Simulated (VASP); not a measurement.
Crystal: MgS.

```
S Mg
1.0
     0.00000    2.83312    2.83312
     2.83312    0.00000    2.83312
     2.83312    2.83312    0.00000
S Mg
1 1
Direct
  0.25000 0.25000 0.25000
  0.00000 0.00000 0.00000
```

The cell comes from a database or a generator and needn't be the stable form of this composition.

Base run:

| Item | Value |
| --- | --- |
| Program | VASP 6.6.1 |
| Functional | PBE |
| Potentials or basis | VASP PAW PBE potentials, release 64 (S, Mg) |
| Cutoff | 520 eV |
| k mesh | 8 × 8 × 8 |
| Occupations | gaussian, width 0.02 eV |
| Spin | no spin polarisation |

Its results: band gap on the k mesh 3.45 eV, direct.

**Question.** The run is repeated on the same cell with these changes: functional from PBE to TB-mBJ. What comes out?

**Answer.** Band gap on the k mesh 5.04 eV, direct.
